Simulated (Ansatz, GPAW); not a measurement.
One calculation of Zr, 3 ways

```
Zr
1.0
     3.23200    0.00000    0.00000
    -1.61600    2.79899    0.00000
     0.00000    0.00000    5.14700
Zr
2
Direct
  0.66667 0.33333 0.75000
  0.33333 0.66667 0.25000
```

Alike in all runs: task single point; functional PBE; k mesh 9 × 9 × 5; occupations gaussian, width 0.025 eV; no spin polarisation; no spin-orbit coupling. Pressure is positive in compression and, in plane waves, holds the error of the finite cutoff, which Ansatz's Pulay term estimates and takes out.

```
                        program and potentials  plane-wave cutoff (eV)  notes  pressure (GPa)
                            Ansatz, Ansatz PAW                     420      -            0.58
    GPAW, GPAW PAW data sets (gpaw-data 1.2.1)                     600      -            0.25
Ansatz, all-electron LAPW, scalar-relativistic                       -      -            0.60
```

The pressure spans 0.25 (GPAW, GPAW PAW data sets (gpaw-data 1.2.1)) to 0.60 GPa (Ansatz, all-electron LAPW, scalar-relativistic), with all-electron results at 0.60.

The functional is the same throughout but for its coding, so the spread measures potentials, basis and numerics; runs on potential files found faulty are left out.
